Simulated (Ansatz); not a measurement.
Crystal: HfC.

```xyz
4
Lattice="3.3429 0.0000 0.0000 -1.6714 2.8950 0.0000 0.0000 0.0000 5.2027" Properties=species:S:1:pos:R:3 pbc="T T T"
Hf    0.0000    1.9300    1.3007
Hf    1.6714    0.9650    3.9020
C     0.0000    0.0000    2.6014
C     0.0000    0.0000    0.0000
```

The cell comes from a database or a generator and needn't be the stable form of this composition.

Base run:

- Program: Ansatz 0.2.0
- Functional: PBEsol
- Potentials or basis: Ansatz PAW
- Cutoff: 420 eV (not typed: the program's choice for these potentials)
- k mesh: 9 × 9 × 5
- Occupations: fermi-dirac, width 0.05 eV
- Spin: no spin polarisation
- Hubbard terms: Hf d U = 3 eV

Its results: band gap on the k mesh none (metal or under the smearing width); pressure -3.1 GPa.

**Question.** The run is repeated on the same cell with these changes: hubbard terms from Hf d U = 3 eV to none; hubbard projectors from ortho-atomic (the default) to none. What comes out?

**Answer.** Band gap on the k mesh none (metal or under the smearing width); pressure -7.4 GPa.

Caveats: the PAW data sets come from PBE, with cores solved anew for the run's functional, which leaves a small shift of forces and pressure; U without spin polarisation on a metal has little footing (some runs); the U is typed as a test and isn't derived for this compound (some runs).
